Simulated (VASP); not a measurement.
Input of a VASP 6.6.1 run:

Contents of INCAR:

```
SYSTEM = AlN
PREC = Accurate ; ENCUT = 520
EDIFF = 1E-6 ; ISMEAR = 0
SIGMA = 0.02 ; LREAL = .FALSE.
LASPH = .TRUE. ; NELM = 100
ALGO = Normal ; ISIF = 2
LWAVE = .FALSE. ; LCHARG = .TRUE.
GGA = PE ; LELF = .TRUE.
LVHAR = .TRUE. ; NBANDS = 16
```

Contents of KPOINTS:

```
Automatic mesh
0
G
  12 12 6
  0 0 0
```

File POSCAR:

```
AlN
1.0
    3.1302395627      0.0000000000      0.0000000000
   -1.5651197814      2.7108669813      0.0000000000
    0.0000000000      0.0000000000      5.0179796546
Al N
2 2
Direct
    0.3333333333      0.6666666667      0.0017287175
    0.6666666667      0.3333333333      0.5017287175
    0.3333333333      0.6666666667      0.3832712825
    0.6666666667      0.3333333333      0.8832712825
```

Potentials or basis: VASP PAW PBE potentials, release 64 (Al, N).

Run with:

```console
$ cat potpaw_PBE.64/Al/POTCAR potpaw_PBE.64/N/POTCAR > POTCAR
$ mpirun -np 1 vasp_std > vasp.out
```

(1) Predict the band gap on the k mesh.

(2) Predict the pressure.

Results:

(1) 4.04 eV, direct.

(2) -0.3 GPa.

**Experimental background.**

“Structural and optical properties of self-assembled AlN nanowires grown on SiO2/Si substrates by molecular beam epitaxy”, 2024, arxiv:2402.00216 quotes, for a bulk crystal of AlN at 0 K: band gap 6.0343 eV (an exciton energy, a little under the gap).

Measured gap of AlN: 6.0343 eV (an exciton energy, a little under the gap; 0 K; quoted in “Structural and optical properties of self-assembled AlN nanowires grown on SiO2/Si substrates by molecular beam epitaxy”, 2024, arxiv:2402.00216). This calculation gives 4.04 eV (-1.99 eV). 2 values of this kind are on record (6.034 to 6.0343 eV); this one was drawn at random. The value is that of PBE on a finite k mesh, which can miss the band edges, without temperature or zero-point motion. Semilocal functionals fall short of measured gaps as a rule.
